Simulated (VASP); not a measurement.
Input:

```
CELL_PARAMETERS angstrom
      4.38948     0.00000     0.00000
      0.00000     4.38948     0.00000
      0.00000     0.00000     2.86155
ATOMIC_POSITIONS crystal
  Ge 0.50000 0.50000 0.50000
  Ge 0.00000 0.00000 0.00000
  O  0.69423 0.69423 0.00000
  O  0.30577 0.30577 0.00000
  O  0.80577 0.19423 0.50000
  O  0.19423 0.80577 0.50000
```

The numbers are results of PBE GGA, VASP's PBE PAW potentials (set 64) (plane waves; VASP), not measurements. Run with 400 eV cut-off, 7×7×10 Γ-centred mesh, Fermi-Dirac smearing of 0.050 eV, potentials Ge_d O.

**Question.** Give the energies of bands 16 to 28 at the high-symmetry points, in eV from the valence-band maximum.

**Answer.** 
| band | Γ | X | M | Z | R | A |
|---|---|---|---|---|---|---|
| 16 | -5.55 | -8.52 | -7.08 | -9.34 | -8.99 | -10.30 |
| 17 | -5.55 | -4.00 | -5.16 | -5.86 | -7.22 | -6.85 |
| 18 | -4.98 | -4.00 | -5.16 | -5.86 | -7.22 | -6.85 |
| 19 | -4.66 | -3.92 | -3.79 | -5.15 | -5.68 | -3.63 |
| 20 | -3.35 | -3.92 | -3.79 | -5.15 | -5.68 | -3.63 |
| 21 | -2.45 | -2.92 | -2.44 | -3.74 | -2.80 | -3.58 |
| 22 | -2.04 | -2.92 | -2.44 | -3.74 | -2.80 | -3.58 |
| 23 | -2.04 | -1.84 | -2.14 | -2.36 | -1.44 | -1.37 |
| 24 | -0.83 | -1.84 | -2.14 | -2.36 | -1.44 | -1.37 |
| 25 | -0.83 | -0.84 | -1.53 | -1.93 | -1.39 | -1.20 |
| 26 | 0.00 | -0.84 | -1.53 | -1.93 | -1.39 | -1.20 |
| 27 | 1.96 | 5.05 | 5.11 | 6.32 | 6.54 | 4.75 |
| 28 | 5.99 | 5.05 | 5.11 | 6.32 | 6.54 | 4.75 |

The gap is direct, 1.96 eV, from the valence maximum at Γ to the conduction minimum at Γ.

The structure comes from a computed database's GeO2 entry; how it stands against other phases isn't given here. The cell was not relaxed at this level.
